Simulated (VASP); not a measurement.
CdS (Greenockite):

```
CELL_PARAMETERS angstrom
4.15000 0.00000 0.00000
-2.07500 3.59401 0.00000
0.00000 0.00000 6.73700
ATOMIC_POSITIONS crystal
Cd 0.66667 0.33333 0.50000
Cd 0.33333 0.66667 0.00000
S 0.66667 0.33333 0.87500
S 0.33333 0.66667 0.37500
```

| Item | Value |
| --- | --- |
| Program | VASP 6.6.1 |
| Task | relaxation of cell and atoms |
| Functional | PBEsol |
| Dispersion | D3(BJ) |
| Potentials or basis | VASP PAW PBE potentials, release 64 (Cd, S) |
| Cutoff | 600 eV |
| k mesh | 7 × 7 × 4 |
| Occupations | fermi-dirac, width 0.05 eV |
| Spin | no spin polarisation |

At the start: pressure -2.4 GPa; volume 25.12 Å³/atom.

Q: How do energy, volume and symmetry change on relaxing?

A: Over 9 steps the energy falls by 7.7 meV/atom and the volume is 24.15 Å³/atom (-3.9 %); space group P6_3mc (No. 186, to 0.05 Å).

Step by step:
```csv
step,energy change (eV),largest force (eV/Å),pressure (GPa),volume (Å³)
1,0.0000,0.0661,-2.41,100.48
2,-0.0254,0.0061,1.13,95.08
3,-0.0306,0.0186,-0.01,96.62
4,-0.0306,0.0172,0.00,96.54
5,-0.0305,0.0161,0.06,96.47
6,-0.0306,0.0009,0.09,96.49
7,-0.0306,0.0014,0.08,96.48
8,-0.0306,0.0041,-0.01,96.63
9,-0.0306,0.0031,-0.01,96.61
```

Final structure:
```yaml
crystal:
  lattice:
    - [4.09002, 0.00000, 0.00000]
    - [-2.04501, 3.54206, 0.00000]
    - [0.00000, 0.00000, 6.66858]
  atoms:
    - { symbol: Cd, position: [0.66667, 0.33333, 0.49949] }
    - { symbol: Cd, position: [0.33333, 0.66667, 0.99949] }
    - { symbol: S, position: [0.66667, 0.33333, 0.87551] }
    - { symbol: S, position: [0.33333, 0.66667, 0.37551] }
```

Caveat: the PAW data sets were made with another functional, which shifts forces and pressure a little.
